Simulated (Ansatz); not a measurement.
# LiCl: the cost of one run

Program: Ansatz 0.2.0. G0W0, plane waves. Spin-unpolarised throughout. Whether this structure exists isn't addressed.

## Step 1: Starting point

The cell was relaxed beforehand with r2SCAN.

The symmetry is P6_3mc (No. 186, hexagonal); conventional cell a = 3.894 Å, c = 6.224 Å, 20.44 Å³ an atom. Around Li lie 4 Cl at 2.37 Å; around Cl lie 4 Li at 2.37 Å.

As a file:

Space group P6_3mc (No. 186). a = 3.894 Å, b = 3.894 Å, c = 6.224 Å, α = 90.00°, β = 90.00°, γ = 120.00°
| atom | site | symmetry | x | y | z |
| --- | --- | --- | --- | --- | --- |
| Li | 2b | 3m. | 0.3333 | 0.6667 | 0.9969 |
| Cl | 2b | 3m. | 0.3333 | 0.6667 | 0.3781 |

## Step 2: 132 empty bands, 80 eV

Contents of input.yaml:

```yaml
crystal:
  lattice:
    - [3.8941840783, 0.0, 0.0]
    - [-1.9470920392, 3.3724623388, 0.0]
    - [0.0, 0.0, 6.224457506]
  atoms:
    - { symbol: Li, position: [0.3333333333, 0.6666666667, -0.0031270676] }
    - { symbol: Li, position: [0.6666666667, 0.3333333333, 0.4968729324] }
    - { symbol: Cl, position: [0.3333333333, 0.6666666667, 0.3781270676] }
    - { symbol: Cl, position: [0.6666666667, 0.3333333333, 0.8781270676] }
kpoints:
  mp_grid: { grid: [6, 6, 2] }
hamiltonian:
  xc: pbe
scf:
  occupations: { method: fixed }
gw:
  n_empty_bands: 132
  ecut_chi: 80
  qp_bands: [v2, c2]
  qp_kpoints: band_edges
  screening: { model: contour_deformation }
```

Run with:

```bash
> ansatz run input.yaml --threads 2 --pin off --max-ram 3686MiB --backend cpu --events-out ev --progress --plain --runs-dir out
```

Q: Estimate wall time and peak memory on 2 threads of Intel Xeon 6975P-C (Granite Rapids), shared host.

About 27 s, with a peak of 0.49 GiB.
